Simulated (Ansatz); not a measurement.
Runs of Ansatz 0.2.0 on WC (Qusongite). Symmetry: P-6m2, No. 187, hexagonal system. The conventional cell has a = 2.907 Å, b = 2.907 Å, c = 2.837 Å, α = 90.00°, β = 90.00°, γ = 120.00°. W (site symmetry -6m2) is surrounded by 6 C at 2.20 Å. C (site symmetry -6m2) has 6 W at 2.20 Å as nearest neighbours. 

| potentials or basis | cutoff (eV) | V0 of scaled cells (Å³/atom) | B0 (GPa) |
| --- | --- | --- | --- |
| Ansatz PAW earlier set | 820 | 10.29 | (a) |
| PseudoDojo standard | 1116 | 10.30 | 411 |
| Ansatz PAW | 420 | 10.29 | 412 |
| JTH PAW | 1290 | 10.32 | 412 |
| PseudoDojo stringent | 1116 | 10.30 | 411 |

Alike in all rows: task equation of state; level PBEsol; no spin polarisation; cell as given; k mesh 10 × 10 × 9; smearing fermi-dirac 0.05 eV.

Estimate the missing entries.

(a) 410.

Caveats: the cell was scaled at fixed shape and fractional positions, which overstates the stiffness of a crystal with free parameters, most of all of layers and chains.
